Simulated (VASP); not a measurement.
# CaO in VASP 6.6.1, single-point calculation

INCAR

```
SIGMA = 0.01
LREAL = Auto
ISMEAR = 0
PREC = Accurate
ENCUT = 520
ISIF = 2
LCHARG = .FALSE.
ALGO = Normal
NSW = 0
LWAVE = .FALSE.
NELM = 89
LASPH = .TRUE.
NBANDS = 15
EDIFF = 1E-7
IBRION = -1
METAGGA = R2SCAN
```

KPOINTS

```
KPOINTS created by Atomic Simulation Environment
0
Gamma
10 10 10
0 0 0
```

POSCAR

```
Ca O
 1.0000000000000000
     0.0000000000000000    2.4694766170000002    2.4694766170000002
     2.4694766170000002    0.0000000000000000    2.4694766170000002
     2.4694766170000002    2.4694766170000002    0.0000000000000000
 Ca  O
   1   1
Cartesian
  0.0000000000000000  0.0000000000000000  0.0000000000000000
  2.4694766169999998  2.4694766169999998  2.4694766169999998
```

The recommended PBE PAW datasets give the neutral cell 16 valence electrons.

Command

```
mpirun -np 1 vasp_std
```

OSZICAR

```
N       E                     dE             d eps       ncg     rms          rms(c)
DAV:   1     0.116317033165E+03    0.11632E+03   -0.84505E+03  1410   0.111E+03
DAV:   2    -0.196491390052E+02   -0.13597E+03   -0.12709E+03  1767   0.296E+02
DAV:   3    -0.250563558590E+02   -0.54072E+01   -0.53647E+01  1792   0.606E+01
DAV:   4    -0.251882705960E+02   -0.13191E+00   -0.13187E+00  1818   0.866E+00
DAV:   5    -0.251906479078E+02   -0.23773E-02   -0.23772E-02  1685   0.955E-01    0.770E+00
DAV:   6    -0.192388825168E+02    0.59518E+01   -0.36288E+00  1880   0.231E+01    0.267E+00
DAV:   7    -0.193894906328E+02   -0.15061E+00   -0.47847E-01  1487   0.478E+00    0.196E+00
DAV:   8    -0.194286521819E+02   -0.39162E-01   -0.18689E-01  1410   0.444E+00    0.143E+00
DAV:   9    -0.193968023041E+02    0.31850E-01   -0.81007E-02  1459   0.260E+00    0.127E-01
DAV:  10    -0.193963254164E+02    0.47689E-03   -0.36066E-03  1578   0.581E-01    0.663E-02
DAV:  11    -0.193964956651E+02   -0.17025E-03   -0.48314E-04  1494   0.193E-01    0.428E-02
DAV:  12    -0.193964534314E+02    0.42234E-04   -0.12994E-04  1837   0.933E-02    0.110E-02
DAV:  13    -0.193964540832E+02   -0.65171E-06   -0.62982E-06  1655   0.274E-02    0.782E-03
DAV:  14    -0.193964535026E+02    0.58058E-06   -0.54570E-07  1746   0.596E-03    0.452E-03
DAV:  15    -0.193964527671E+02    0.73542E-06   -0.85562E-07  1487   0.676E-03    0.381E-04
DAV:  16    -0.193964527520E+02    0.15110E-07   -0.18229E-08   782   0.144E-03
   1 F= -.19396453E+02 E0= -.19396453E+02  d E =-.583727E-55
```

From OUTCAR

```
k-points           NKPTS =     47   k-points in BZ     NKDIM =     47   number of bands    NBANDS=     15

   NELECT =      16.0000    total number of electrons

   dimension x,y,z NGX =    28 NGY =   28 NGZ =   28
   dimension x,y,z NGXF=    56 NGYF=   56 NGZF=   56

  energy-cutoff  :      520.00
  volume of cell :       30.12
      direct lattice vectors                 reciprocal lattice vectors
     0.000000000  2.469476617  2.469476617    -0.202472053  0.202472053  0.202472053
     2.469476617  0.000000000  2.469476617     0.202472053 -0.202472053  0.202472053
     2.469476617  2.469476617  0.000000000     0.202472053  0.202472053 -0.202472053

 k-points in reciprocal lattice and weights: KPOINTS created by Atomic Simulation Env
   0.00000000  0.00000000  0.00000000       0.001
   0.10000000  0.00000000  0.00000000       0.008
   0.20000000  0.00000000  0.00000000       0.008
   0.30000000  0.00000000  0.00000000       0.008
   0.40000000  0.00000000  0.00000000       0.008
   0.50000000  0.00000000  0.00000000       0.004
   0.10000000  0.10000000  0.00000000       0.006
   0.20000000  0.10000000  0.00000000       0.024
   ...

 E-fermi :   1.6879

 k-point     1 :       0.0000    0.0000    0.0000
  band No.  band energies     occupation
      1     -37.8363      2.00000
      2     -17.7764      2.00000
      3     -17.7764      2.00000
      4     -17.7763      2.00000
      5     -14.7412      2.00000
      6       1.5801      2.00000
      7       1.5801      2.00000
      8       1.5801      2.00000
      9       6.3502      0.00000
     10       8.2169      0.00000
     11       8.2169      0.00000
     12       8.2169      0.00000
     13       9.6754      0.00000
     14       9.6754      0.00000
     15      16.8120      0.00000

 k-point     2 :       0.1000    0.0000    0.0000
  band No.  band energies     occupation
      1     -37.8297      2.00000
      2     -17.8789      2.00000
      3     -17.7803      2.00000
      4     -17.7802      2.00000
      5     -14.6301      2.00000
      6       1.2510      2.00000
      7       1.4625      2.00000
      8       1.4625      2.00000
      9       6.7921      0.00000
     10       8.1777      0.00000
     11       8.3750      0.00000
     12       8.3750      0.00000
     13       9.8871      0.00000
     14       9.8871      0.00000
     15      17.1648      0.00000

 k-point     3 :       0.2000    0.0000    0.0000
  band No.  band energies     occupation
      1     -37.8124      2.00000
      2     -18.1201      2.00000
      3     -17.7906      2.00000
      4     -17.7905      2.00000
      5     -14.3676      2.00000
      6       0.5437      2.00000
      7       1.1763      2.00000
      8       1.1764      2.00000
      9       7.8011      0.00000
     10       8.1933      0.00000
     11       8.8114      0.00000
     12       8.8114      0.00000
     13      10.4409      0.00000
     14      10.4409      0.00000
     15      17.6178      0.00000

 ...

  Total       -1.4774097     -1.4774097     -1.4774097     -0.0000000      0.0000000     -0.0000000
  in kB      -78.5899059    -78.5899059    -78.5899059     -0.0000000      0.0000000     -0.0000000
  external PRESSURE =     -78.5899059 kB  Pullay stress =       0.0000000 kB

 POSITION                                       TOTAL-FORCE (eV/Angst)
 -----------------------------------------------------------------------------------
      0.00000      0.00000      0.00000         0.000000      0.000000     -0.000000
      2.46948      2.46948      2.46948         0.000000      0.000000      0.000000
 -----------------------------------------------------------------------------------
    total drift:                                0.000000      0.000000      0.000000

  FREE ENERGIE OF THE ION-ELECTRON SYSTEM (eV)
  ---------------------------------------------------
  free  energy   TOTEN  =       -19.3964527520 eV

  energy  without entropy=      -19.3964527520  energy(sigma->0) =      -19.39645275
```

It converged. Results: gap between bands v and c on the k mesh 4.19 eV; least direct gap on the k mesh 4.58 eV; pressure -7.9 GPa. Band v is the last that the valence electrons fill when counted band by band, and c is the next.

For comparison, a separate r²SCAN run of the intended cell, on usual settings and not on those above, gives a gap of 4.19 eV on its mesh and a pressure of -7.8 GPa.

The run above took about 94 s on one core of a shared host (Intel Xeon Platinum 8488C) and held 0.17 GiB at most.
